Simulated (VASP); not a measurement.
Input of a VASP 6.6.1 run:

File INCAR:

```
  ALGO = Normal
  EDIFF = 1E-8
  ENCUT = 520
  GGA = PS
  ISIF = 2
  ISMEAR = 0
  ISPIN = 2
  LASPH = True
  LCHARG = False
  LDAU = True
  LDAUJ = 0 0
  LDAUL = 2 -1
  LDAUPRINT = 1
  LDAUTYPE = 2
  LDAUU = 6.2 0
  LEFG = True
  LMAXMIX = 4
  LORBIT = 11
  LREAL = False
  LWAVE = False
  MAGMOM = 2 -2 0 0
  NELM = 100
  PREC = Accurate
  SIGMA = 0.01
```

File KPOINTS:

```
k-points
0
Gamma
  6 9 11
```

POSCAR

```
CoO
5.1802
    0.000000000000      0.335579030462      0.942020349098
   -0.581239930698      0.000000000000      0.000000000000
    0.000000000000     -0.335579030462      0.471010174549
Co O
2 2
Direct
    0.0000000000      0.0000000000      0.0000000000
    0.5000000000      0.5000000000      0.0000000000
    0.5000000000      0.0000000000      0.5000000000
    0.0000000000      0.5000000000      0.5000000000
```

Potentials or basis: VASP PAW PBE potentials, release 64 (Co, O).

The run is started by

```sh
$ cat potpaw_PBE.64/Co/POTCAR potpaw_PBE.64/O/POTCAR > POTCAR
$ mpirun -np 1 vasp_std > vasp.out
```

(1) Estimate the site moments.

(2) What does it give for the band gap on the k mesh?

(3) Estimate the pressure.

Results:

(1) Co +2.84, -2.84; O -0.08, +0.08 μB.

(2) 1.63 eV.

(3) -3.5 GPa.

Caveat: the PAW data sets were made with another functional, which shifts forces and pressure a little; an odd mesh through Γ misses points on the zone boundary, where band edges often lie.
